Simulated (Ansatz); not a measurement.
Crystal: Te2Mo, a slab with vacuum.

```
Te Mo
1.0
     3.56138    0.00000    0.00000
    -1.78069    3.08425    0.00000
     0.00000    0.00000   38.99027
Te Mo
8 4
Cartesian
  0.0000 2.0562 12.7975
  0.0000 2.0562 37.1116
  1.7807 1.0281 5.4618
  1.7807 1.0281 29.7742
  1.7807 1.0281 1.8786
  1.7807 1.0281 26.1928
  0.0000 2.0562 9.2161
  0.0000 2.0562 33.5285
  1.7807 1.0281 11.0084
  1.7807 1.0281 35.3197
  0.0000 2.0562 3.6706
  0.0000 2.0562 27.9818
```

Base run:

```yaml
Program: Ansatz 0.2.0
Functional: PBEsol
Potentials_or_basis: Ansatz PAW
Cutoff: 420 eV
Density_cutoff: 1680 eV
k_mesh: 7 × 7 × 1
Occupations: fermi-dirac, width 0.05 eV
Spin: no spin polarisation
Hubbard_terms: Mo d U = 2 eV
```

Its results: band gap on the k mesh 1.12 eV, indirect (least direct gap 1.26 eV); largest force 0.211 eV/Å.

The run is repeated on the same cell with these changes: hubbard terms from Mo d U = 2 eV to Mo d U = 8 eV. What comes out?

Band gap on the k mesh 1.05 eV, indirect (least direct gap 1.44 eV); largest force 0.258 eV/Å.

Caveats: odd divisions of the mesh miss points on the zone boundary, where band edges often lie, so the gap on the mesh can be too wide; spin-orbit coupling is left out, which moves the levels of the heavy elements; the PAW data sets come from PBE, with cores solved anew for the run's functional, which leaves a small shift of forces and pressure; the U is typed as a test and isn't derived for this compound.

A k mesh can miss the band edges.

Not every run made on this cell is shown here.
